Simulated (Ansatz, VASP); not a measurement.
# One calculation of C, two programs

INCAR

```
SYSTEM = C
  PREC = Accurate
  ENCUT = 600
  EDIFF = 1E-6
  ISMEAR = 0
  SIGMA = 0.1
  LREAL = .FALSE.
  LASPH = .TRUE.
  NELM = 80
  ALGO = Normal
  ISIF = 3
  LWAVE = .FALSE.
  LCHARG = .FALSE.
  GGA = PE
  IBRION = 2
  NSW = 90
  EDIFFG = -0.04
```

File KPOINTS:

```
Automatic mesh
0
G
  12 12 12
  0 0 0
```

POSCAR

```
C
1.0
   -1.0126940500      1.0211253100      1.2929067000
    1.0126940500     -1.0211253100      1.2929067000
    1.0126940500      1.0211253100     -1.2929067000
C
1
Direct
    0.0000000000      0.5000000000      0.5000000000
```

Input for Ansatz:

```yaml
crystal:
  lattice:
    - [-1.01269405, 1.02112531, 1.2929067]
    - [1.01269405, -1.02112531, 1.2929067]
    - [1.01269405, 1.02112531, -1.2929067]
  atoms:
    - { symbol: C, position: [0.0, 0.5, 0.5] }
basis:
  ecutwfc: 420
kpoints:
  mp_grid: { grid: [12, 12, 12] }
hamiltonian:
  xc: pbe
scf:
  occupations: { method: gaussian, width: 0.1 }
  lower_state_search: "off"
output:
  forces: true
  stress: true
  eigenvalues: true
relax:
  adjacent_minimum: "off"
  f_tol: 0.04
  max_steps: 70
  cell: { stress_tol: 0.4 }
```

Alike in both runs: task relaxation of cell and atoms; functional PBE; k mesh 12 × 12 × 12; occupations gaussian, width 0.1 eV; no spin polarisation.

|  | VASP | Ansatz |
| --- | --- | --- |
| version | VASP 6.6.1 | Ansatz 0.2.0 |
| potentials or method | VASP PAW PBE potentials, release 64 (C) | scalar-relativistic, plane waves, PAW |
| plane-wave cutoff (eV) | 600 | 420 |
| valence electrons in the cell | 4 | 4 |

Ansatz gave:

```
gap on the k mesh at the Fermi level, each at its own relaxed structure (eV) : none
relaxed volume (Å³/atom)                                                     : 6.73
relaxed cell length with the largest relative difference (Å)                 : 2.060
energy change over the relaxation (meV/atom)                                 : -517
```

What did VASP give for the same quantities?

gap on the k mesh at the Fermi level, each at its own relaxed structure (eV): none; relaxed volume (Å³/atom): 6.74; relaxed cell length with the largest relative difference (Å): 2.061; energy change over the relaxation (meV/atom): -517.

A gap of «none» marks a metal or a gap that the smearing closes.

Caveats: the k mesh is coarse (spacing up to 0.36 Å⁻¹), so the values aren't converged; the volume moved by over 15 % at a fixed basis, so the end points are rough (VASP).
